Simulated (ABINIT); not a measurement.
The system is GaN.

```
CELL_PARAMETERS angstrom
3.18000 0.00000 0.00000
-1.59000 2.75396 0.00000
0.00000 0.00000 5.16600
ATOMIC_POSITIONS crystal
Ga 0.66667 0.33333 0.50000
Ga 0.33333 0.66667 0.00000
N 0.66667 0.33333 0.87500
N 0.33333 0.66667 0.37500
```

Base run:

```yaml
Program: ABINIT 10.8.3 (patched build)
Functional: PBE
Potentials_or_basis: PseudoDojo NC SR PBE v0.4.1 standard
Cutoff: 980 eV
k_mesh: 8 × 8 × 4
Occupations: fermi-dirac, width 0.05 eV
Spin: no spin polarisation
```

Its results: band gap on the k mesh 2.01 eV, direct; largest force 0.138 eV/Å.

Problem. The run is repeated on the same cell with these changes: functional from PBE to PBEsol; potentials or basis from PseudoDojo NC SR PBE v0.4.1 standard to PseudoDojo NC SR PBEsol v0.4.1 standard. What comes out?

Solution. Band gap on the k mesh 1.95 eV, direct; largest force 0.133 eV/Å.

